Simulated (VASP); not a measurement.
A run of VASP 6.6.1 is set up as follows.

INCAR

```
ALGO     = Normal         # electronic algorithm
EDIFF    = 1E-6           # SCF threshold, eV
ENCUT    = 520            # plane-wave cutoff, eV
GGA      = PS             # functional
ISIF     = 2              # what is computed and relaxed
ISMEAR   = 0              # smearing method
LASPH    = True           # aspherical terms in the spheres
LCHARG   = False          # write CHGCAR
LREAL    = False          # projectors in reciprocal space
LWAVE    = False          # write WAVECAR
NBANDS   = 15             # bands
NELM     = 80             # most SCF steps
PREC     = Accurate       # precision mode
SIGMA    = 0.05           # smearing width, eV
```

Contents of KPOINTS:

```
k-points
0
Gamma
  8 8 8
```

POSCAR

```
CaSe
1.0
    0.0000000000      3.3000000000      3.3000000000
    3.3000000000      0.0000000000      3.3000000000
    3.3000000000      3.3000000000      0.0000000000
Ca Se
1 1
Direct
    0.0000000000      0.0000000000      0.0000000000
    0.7500000000      0.7500000000      0.7500000000
```

Potentials or basis: VASP PAW PBE potentials, release 64 (Ca_sv, Se).

The run is started by

```console
$ cat potpaw_PBE.64/Ca_sv/POTCAR potpaw_PBE.64/Se/POTCAR > POTCAR
$ mpirun -np 1 vasp_std > vasp.out
```

(1) Predict the band gap on the k mesh.

(2) Estimate the pressure.

Answers

(1) 3.00 eV, indirect (least direct gap 3.09 eV).

(2) -1.3 GPa.

Caveat: the PAW data sets were made with another functional, which shifts forces and pressure a little.
